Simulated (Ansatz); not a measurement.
Elastic constants of NbC (Fm-3m) under pressure

```
Nb C
1.0
     0.00000    2.22497    2.22497
     2.22497    0.00000    2.22497
     2.22497    2.22497    0.00000
Nb C
1 1
Direct
  0.00000 0.00000 0.00000
  0.50000 0.50000 0.50000
```

This is the zero-pressure cell. At each pressure cell and atoms are relaxed in this structure, and the constants are slopes of the stress at strains of ±0.005 with relaxed ions (the coefficients that govern stability under load). Level: PBEsol, PAW on Ansatz 0.2.0's default frozen-core files (fitted under PBE), scalar-relativistic; k mesh 18×18×18, strains of ±0.005, Fermi-Dirac smearing of 0.050 eV, cutoff 420 eV. P is the pressure of the relaxed cell, less that of this one.

```
P (GPa)    V/V₀  C11 (GPa)  C12 (GPa)  C44 (GPa)
   0.00  1.0000      696.4      132.1      168.6
   0.99       ?          ?          ?          ?
   1.98  0.9939      715.3      135.0      169.9
   4.00  0.9879      734.3      138.0      171.2
   6.96  0.9794      762.2      142.4      173.0
  10.00  0.9710      790.4      146.8      174.9
  15.00  0.9581      836.2      154.0      177.8
```

Problem. Does the bulk modulus from the constants agree with the pressure-volume curve?

Solution. A third-order Birch-Murnaghan fit to the volumes shown (F against f, f = [(V₀/V)^(2/3) − 1]/2) gives B₀ = 320.1 GPa and B′ = 4.2. Its −V dP/dV stands beside (C11 + 2C12)/3:

```
P (GPa)  from P(V)  from the constants
   0.00      320.1               320.2
   1.98      328.4               328.4
   4.00      336.7               336.8
   6.96      348.9               349.0
  10.00      361.2               361.3
  15.00      381.4               381.4
```

Problem. What are the pressure derivatives at zero pressure?

Solution. Slopes at V₀ of quadratic fits in −ln(V/V₀) through the first four rows shown, divided by B₀: dC11/dP = 9.6, dC12/dP = 1.5, dC44/dP = 0.7. The mean slopes up to 4.0 GPa are 9.5, 1.5, 0.6; curvature and scatter of the constants part the two. The combination (dC11/dP + 2 dC12/dP)/3 = 4.2 stands against B′.

Problem. Fill the row at 0.99 GPa.

Solution. Cubic fits in −ln(V/V₀) through all rows shown give C11 = 705.9, C12 = 133.6, C44 = 169.2 GPa. Computed: V/V₀ = 0.9969, C11 (GPa) = 705.9, C12 (GPa) = 133.6, C44 (GPa) = 169.2.

Problem. Does a shear stiffness soften?

Solution. C44 goes from 168.6 to 177.8 GPa; (C11 − C12)/2 goes from 282.1 to 341.1 GPa. Neither ends more than 3 % under its start, and the lattice stays mechanically stable over this range.

Keep in mind: no other phase was computed; many crystals of this kind change structure within this range, and rows or crossings beyond such a change describe a metastable lattice; frozen-core PAW files fitted under PBE, their cores solved anew for the functional of the run; responses of metals move with mesh and smearing; phonons weren't checked at these pressures.
